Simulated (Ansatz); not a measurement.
Moving the strain (εxx = s, εyy = s) in Sn

```xyz
2
Lattice="0.0000 3.2333 3.2333 3.2333 0.0000 3.2333 3.2333 3.2333 0.0000" Properties=species:S:1:pos:R:3 pbc="T T T"
Sn    4.8500    4.8500    4.8500
Sn    3.2333    3.2333    3.2333
```

This isn't the form of Sn at room conditions, which is tetragonal (white tin).

Kept alike: task single point; functional PBEsol; k mesh 6 × 6 × 6; occupations fermi-dirac, width 0.05 eV; no spin polarisation. Program: Ansatz, Ansatz PAW, cutoff 420 eV. The mesh is that of the run's cell of 2 atoms. No spin-orbit coupling.

```csv
s,free energy over the lowest row (meV/atom)
-0.04,71.75
-0.02,27.91
-0.01,13.97
0,4.88
0.01,0.34
0.02,0.00
0.04,10.39
```

The cell shown is the unstrained one; x, y and z are its Cartesian axes; atoms keep their fractions. For a metal such a mesh leaves the last digits unconverged. All rows use potentials made for PBE.

**Question.** What does the strain (εxx = s, εyy = s) change here?

**Answer.** The free energy is lowest at 0.02, and 71.75 meV an atom higher at -0.04.
